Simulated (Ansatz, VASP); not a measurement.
# SnTe3 in VASP and in Ansatz

The input INCAR:

```
  PREC = Accurate
  ENCUT = 520
  EDIFF = 1E-6
  ISMEAR = 0
  SIGMA = 0.01
  LREAL = F
  LASPH = T
  NELM = 80
  ALGO = Normal
  ISIF = 2
  LWAVE = F
  LCHARG = F
  GGA = PE
  NBANDS = 24
```

KPOINTS

```
regular mesh
0
Gamma
  5 5 5
```

Contents of POSCAR:

```
SnTe3
1.0
    0.0000000000      3.8612190000      3.8612190000
    3.8612190000      0.0000000000      3.8612190000
    3.8612190000      3.8612190000      0.0000000000
Sn Te
1 3
Direct
    0.0000000000      0.0000000000      0.0000000000
    0.2500000000      0.2500000000      0.2500000000
    0.7500000000      0.7500000000      0.7500000000
    0.5000000000      0.5000000000      0.5000000000
```

Input for Ansatz:

```yaml
crystal:
  lattice:
    - [0.0, 3.861219, 3.861219]
    - [3.861219, 0.0, 3.861219]
    - [3.861219, 3.861219, 0.0]
  atoms:
    - { symbol: Sn, position: [0.0, 0.0, 0.0] }
    - { symbol: Te, position: [0.25, 0.25, 0.25] }
    - { symbol: Te, position: [0.75, 0.75, 0.75] }
    - { symbol: Te, position: [0.5, 0.5, 0.5] }
basis:
  ecutwfc: 420
kpoints:
  mp_grid: { grid: [5, 5, 5] }
hamiltonian:
  xc: pbe
scf:
  occupations: { method: gaussian, width: 0.01 }
output:
  forces: true
  stress: true
  eigenvalues: true
```

Alike in both runs: task single point; functional PBE; k mesh 5 × 5 × 5; occupations gaussian, width 0.01 eV; no spin polarisation.

```csv
,VASP,Ansatz
version,VASP 6.6.1,Ansatz 0.2.0
potentials or method,"VASP PAW PBE potentials, release 64 (Sn_d, Te)","scalar-relativistic, plane waves, PAW"
plane-wave cutoff (eV),520,420
valence electrons in the cell,32,62
```

```csv
,VASP,Ansatz,Ansatz less VASP
gap on the k mesh at the Fermi level (eV),none,none,-
pressure (GPa),0.1,0.2,+0.05
```

A gap of «none» marks a metal or a gap that the smearing closes. With one functional, cell and mesh, what is left measures potentials, basis and numerics. The two sets of potentials don't hold the same shells in valence.

The runs have no spin-orbit coupling, so splittings on Te are missing.
